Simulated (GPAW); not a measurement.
Write an ASE script for GPAW 26.7.0 that does the following.

```yaml
Task: relaxation of cell and atoms
Functional: PBEsol
Dispersion: D4
Potentials_or_basis: PAW data sets generated in the run's folder for this functional
Cutoff: 800 eV
Basis: pw
k_mesh: 8 × 8 × 8
Occupations: fermi-dirac, width 0.05 eV
Spin: no spin polarisation
Maxiter: 150
Optimizer: BFGS
Fmax: 0.02 eV/Å
Max_steps: 60
Convergence: density=1e-05 forces=0.0001
```

The system is NaCl.

```xyz
2
Lattice="0.0000 2.7941 2.7941 2.7941 0.0000 2.7941 2.7941 2.7941 0.0000" Properties=species:S:1:pos:R:3 pbc="T T T"
Cl    2.7941    2.7941    2.7941
Na    0.0000    0.0000    0.0000
```

The cell is a database's computed one.

These files were run (other wordings do the same):

run.py

```python
from ase import Atoms
from ase.calculators.mixing import SumCalculator
from ase.filters import FrechetCellFilter
from ase.io import write
from ase.optimize import BFGS
from dftd4.ase import DFTD4
from gpaw import GPAW, PW, setup_paths

setup_paths.insert(0, '.')

atoms = Atoms(['Cl', 'Na'],
              cell=[[0.0, 2.7940632177, 2.7940632177],
                    [2.7940632177, 0.0, 2.7940632177],
                    [2.7940632177, 2.7940632177, 0.0]],
              scaled_positions=[[0.5, 0.5, 0.5],
                                [0.0, 0.0, 0.0]],
              pbc=True)

calc = GPAW(mode=PW(800),
            xc='PBEsol',
            kpts={'size': (8, 8, 8), 'gamma': True},
            occupations={'name': 'fermi-dirac', 'width': 0.05},
            nbands=15,
            convergence={'density': 1e-05, 'forces': 0.0001},
            maxiter=150,
            txt='gpaw.txt')
atoms.calc = SumCalculator([calc, DFTD4(method='pbesol')])
opt = BFGS(FrechetCellFilter(atoms), trajectory='relax.traj', logfile='-')
done = opt.run(fmax=0.02, steps=60)
calc.write('gs.gpw')
write('result.traj', atoms)
print('Converged:', done)
print('Cell:', atoms.cell.cellpar().round(4))
print('Volume:', round(atoms.get_volume(), 4))
print(atoms.get_scaled_positions().round(5))
```

Potentials or basis: PAW data sets generated in the run's folder for this functional, pw.

The run is started by

```bash
$ gpaw-setup -f PBEsol Cl Na
$ OMP_NUM_THREADS=1 python run.py
```

Results of the run:

```
Relaxed volume                         : 21.67 Å³/atom
Relaxed cell                           : a = 3.943 Å, b = 3.943 Å, c = 3.943 Å, α = 60.00°, β = 60.00°, γ = 60.00°
Space group after relaxing (to 0.05 Å) : Fm-3m (No. 225)
Energy gained by relaxing              : 0.1 meV/atom
Ionic steps                            : 3
Pressure after relaxing                : 0.0 GPa
Band gap on the k mesh                 : 5.07 eV, direct
Dispersion energy per atom             : -0.060 eV
```

Caveat: later steps reuse the first step's grids.

Wall time 79 s on 1 thread of Arm Neoverse V2 (shared host), peak memory 0.24 GiB.
